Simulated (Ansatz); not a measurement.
Al2O3, space group P-3m1, a calculation of the dielectric tensor and Born charges

Program: Ansatz's Python interface.

Interactive session:
```pycon
>>> import warnings
>>> import ansatz
>>> import numpy as np
>>> warnings.simplefilter('ignore', ansatz.DeckWarning)
>>> vectors = np.array([
...     [3.017483, 0.0, 0.0],
...     [-1.508741, 2.613217, 0.0],
...     [0.0, 0.0, 7.574636],
... ])
>>> system = (
...     ansatz.Lattice.of(vectors)
...     .atom('Al', [0.0, 0.0, 0.277951])
...     .atom('Al', [0.0, 0.0, 0.722049])
...     .atom('O', [1 / 3, 2 / 3, 0.199454])
...     .atom('O', [2 / 3, 1 / 3, 0.800546])
...     .atom('O', [0.0, 0.0, 0.5])
... )
>>> # an insulator: whole occupations
>>> calculation = (
...     system.calculation()
...     .functional(ansatz.Functional.PBESOL)
...     .pseudopotentials('paw')
...     .basis(41 * ansatz.Ry)
...     .kpoints(7, 7, 3)
...     .scf(tolerance=1e-07)
...     .occupations('fixed')
...     .dielectric()
... )
>>> out = calculation.run(threads=1)

>>> response = out.dielectric
>>> eps = np.asarray(response.eps_inf)
>>> values = np.linalg.eigvalsh(eps)
>>> print('principal values of eps_inf:', np.round(values, 3))
principal values of eps_inf: [2.73  3.079 3.079]
>>> print('refractive indices:', np.round(np.sqrt(values), 3))
refractive indices: [1.652 1.755 1.755]
>>> for index, (site, z) in enumerate(zip(out.lattice.sites, response.zstar_e)):
...     print('Born charge tensor of', site.symbol, index)
...     print(np.round(z, 3) + 0.0)
...
Born charge tensor of Al 0
[[2.747 0.    0.   ]
 [0.    2.747 0.   ]
 [0.    0.    2.273]]
Born charge tensor of Al 1
[[2.747 0.    0.   ]
 [0.    2.747 0.   ]
 [0.    0.    2.273]]
Born charge tensor of O 2
[[-1.999  0.     0.   ]
 [ 0.    -1.999  0.   ]
 [ 0.     0.    -1.275]]
Born charge tensor of O 3
[[-1.999  0.     0.   ]
 [ 0.    -1.999  0.   ]
 [ 0.     0.    -1.275]]
Born charge tensor of O 4
[[-1.497  0.     0.   ]
 [ 0.    -1.497  0.   ]
 [ 0.     0.    -1.995]]
>>> print(f'charge neutrality missed by {response.zstar_sum_residual_pre_e:.4f} e before the sum rule')
charge neutrality missed by 0.0020 e before the sum rule
```

Notes:
- With fixed filling the reported Fermi level is the top filled level among the k-points of the SCF.
- Averages over directions belong to no single polarisation, least of all in layered crystals.
- The structure comes from a database of computed cells and needn't be a stable or known phase.
- This is the electronic (clamped-ion) response; a semilocal gap that is too small tends to raise it. The typed mesh is that of the SCF; the response is solved on denser meshes that the run picks.
- Run time: 36 s on 1 thread of Intel(R) Xeon(R) 6975P-C (Granite Rapids), with other jobs on the host, peak memory 0.72 GiB.

(Lines on the test bed's own set-up are left out of the output.)
